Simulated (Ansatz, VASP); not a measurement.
## One calculation of SiC, two programs

INCAR

```
SYSTEM = SiC
PREC     = Accurate       ! precision mode
ENCUT    = 520            ! plane-wave cutoff, eV
EDIFF    = 1E-6           ! SCF threshold, eV
ISMEAR   = 0              ! smearing method
SIGMA    = 0.05           ! smearing width, eV
LREAL    = .False.        ! projectors in reciprocal space
LASPH    = .True.         ! aspherical terms in the spheres
NELM     = 100            ! most SCF steps
ALGO     = Normal         ! electronic algorithm
ISIF     = 2              ! what is computed and relaxed
LWAVE    = .False.        ! write WAVECAR
LCHARG   = .True.         ! write CHGCAR
GGA      = PE             ! functional
LELF     = .True.         ! ELF
LVHAR    = .True.       
NBANDS   = 16             ! bands
```

Contents of KPOINTS:

```
Automatic mesh
0
Gamma
  6 6 4
  0 0 0
```

POSCAR

```
SiC
1.0
    3.0759982064      0.0000000000      0.0000000000
   -1.5379991032      2.6638925888      0.0000000000
    0.0000000000      0.0000000000      5.0480000000
Si C
2 2
Direct
    0.4058532112      0.7197549018     -0.0198098257
    0.6666666667      0.3333333333      0.5000000000
    0.3333333333      0.6666666667      0.3850000000
    0.6666666667      0.3333333333      0.8850000000
```

Input for Ansatz:

```yaml
crystal:
  lattice:
    - [3.0759982064, 0.0, 0.0]
    - [-1.5379991032, 2.6638925888, 0.0]
    - [0.0, 0.0, 5.048]
  atoms:
    - { symbol: Si, position: [0.4058532112, 0.7197549018, -0.0198098257] }
    - { symbol: Si, position: [0.6666666667, 0.3333333333, 0.5] }
    - { symbol: C, position: [0.3333333333, 0.6666666667, 0.385] }
    - { symbol: C, position: [0.6666666667, 0.3333333333, 0.885] }
basis:
  ecutwfc: 420
kpoints:
  mp_grid: { grid: [6, 6, 4] }
hamiltonian:
  xc: pbe
scf:
  occupations: { method: gaussian, width: 0.05 }
output:
  forces: true
  stress: true
  eigenvalues: true
```

Alike in both runs: task single point; functional PBE; k mesh 6 × 6 × 4; occupations gaussian, width 0.05 eV; no spin polarisation.

|  | VASP | Ansatz |
| --- | --- | --- |
| version | VASP 6.6.1 | Ansatz 0.2.0 |
| potentials or method | VASP PAW PBE potentials, release 64 (Si, C) | scalar-relativistic, plane waves, PAW |
| plane-wave cutoff (eV) | 520 | 420 |
| valence electrons in the cell | 16 | 16 |

```tsv
	VASP	Ansatz	Ansatz less VASP
gap on the k mesh at the Fermi level (eV)	1.97	1.97	+0.001
least direct gap on the mesh (eV)	3.83	3.83	+0.005
pressure (GPa)	7.4	7.5	+0.07
largest component of the traceless stress (GPa)	11.20	11.23	+0.024
rms of the force components (eV/Å)	2.015	2.016	+0.0006
```

Atom by atom the forces differ by 0.002 eV/Å (rms over components).

Caveats: forces of over 1 eV/Å show positions far from the minimum, so gaps and moduli don't describe the material at rest. A k mesh can miss the band edges.
